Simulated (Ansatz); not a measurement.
# TiAl: the cost of one run

Method: DFT PBEsol, scalar-relativistic, plane waves, PAW, in Ansatz 0.2.0.

4 further runs of the same task are left out: 4 set aside as unsound or not needed. Runs told in other sessions of the task aren't counted.

## (1) The structure to begin with

Symmetry: F-43m, No. 216, cubic system. The conventional cell has a = 5.675 Å, b = 5.675 Å, c = 5.675 Å, α = 90.00°, β = 90.00°, γ = 90.00°. Around Al (site symmetry -43m) lie 4 As at 2.46 Å. As (site symmetry -43m) is surrounded by 4 Al at 2.46 Å.

Structure file:

```
CELL_PARAMETERS angstrom
0.00000 2.83730 2.83730
2.83730 0.00000 2.83730
2.83730 2.83730 0.00000
ATOMIC_POSITIONS crystal
Al 0.00000 0.00000 0.00000
As 0.75000 0.75000 0.75000
```

It is the result of an earlier relaxation at this level (volume 22.84 Å³/atom; gap on the mesh: 1.34 eV).

## (2) The film's bulk: TiAl

Relaxed beforehand at this level: -1499.6330 eV/atom, gap on the mesh none (metal).

```
CELL_PARAMETERS angstrom
2.79516 0.00000 0.00000
0.00000 2.79516 0.00000
0.00000 0.00000 4.03874
ATOMIC_POSITIONS crystal
Ti 0.00000 0.00000 0.00000
Al 0.50000 0.50000 0.50000
```

Bulk energy of AlAs, the base, on matching settings, from an earlier run: -2669.2211 eV/atom.

## (3) TiAl strained to the base's plane

The (110) plane of TiAl is fitted to the (100) plane of AlAs, a strain of +1.5 % along x and -0.6 % along y; the third vector and the atoms relax.

The input, input.yaml:

```yaml
crystal:
  lattice:
    - [4.0125456545, 0.0, 0.0]
    - [0.0, 4.0125456545, 0.0]
    - [-2.0062728273, 0.0, 1.9664726597]
  atoms:
    - { symbol: Ti, position: [0.0, 0.0, 0.0] }
    - { symbol: Al, position: [0.5, 0.5, 0.0] }
basis:
  ecutwfc: 420
kpoints:
  mp_grid: { grid: [9, 9, 17] }
hamiltonian:
  xc: pbesol
scf:
  occupations: { method: gaussian, width: 0.1 }
output:
  forces: true
  stress: true
  eigenvalues: true
  write_density: true
  write_potential: true
  elf: true
  volumetric_format: npy
relax:
  adjacent_minimum: "off"
  f_tol: 0.01
  max_steps: 50
  cell: { fix: [a, b, gamma], stress_tol: 0.1 }
```

The run is started by

```
$ ansatz run input.yaml --threads 4 --pin off --max-ram 10240MiB --backend cpu --events-out ev --progress --plain --runs-dir out
```

**Question.** How long does this run take on 4 threads of Arm Neoverse V1, shared host, and how much memory does it need?

About 9.3 s, with a peak of 0.47 GiB.
